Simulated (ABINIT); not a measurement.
Zr:

```
Zr
1.0
     3.23200    0.00000    0.00000
    -1.61600    2.79899    0.00000
     0.00000    0.00000    5.14700
Zr
2
Cartesian
  1.6160 0.9330 3.8603
  0.0000 1.8660 1.2868
```

Base run:

* Program: ABINIT 10.8.3 (patched build)
* Functional: WC
* Potentials or basis: JTH PAW PBE v2.0
* Cutoff: 544 eV
* k mesh: 9 × 9 × 5
* Occupations: fermi-dirac, width 0.05 eV
* Spin: no spin polarisation

Its results: band gap on the k mesh none (metal or under the smearing width); pressure -3.2 GPa.

After a change of settings the same cell gave: band gap on the k mesh none (metal or under the smearing width); pressure 3.4 GPa. Which change was it?
A. functional from WC to BLYP
B. functional from WC to SCAN
C. functional from WC to PBE
D. functional from WC to PBE; cutoff from 544 eV to 463 eV; fine-grid cutoff from 1088.46 eV to 925.187 eV

A.

BLYP binds less tightly than WC, so the same cell stands under more pressure.

Caveats: the PAW data sets were made with another functional, which shifts forces and pressure a little.
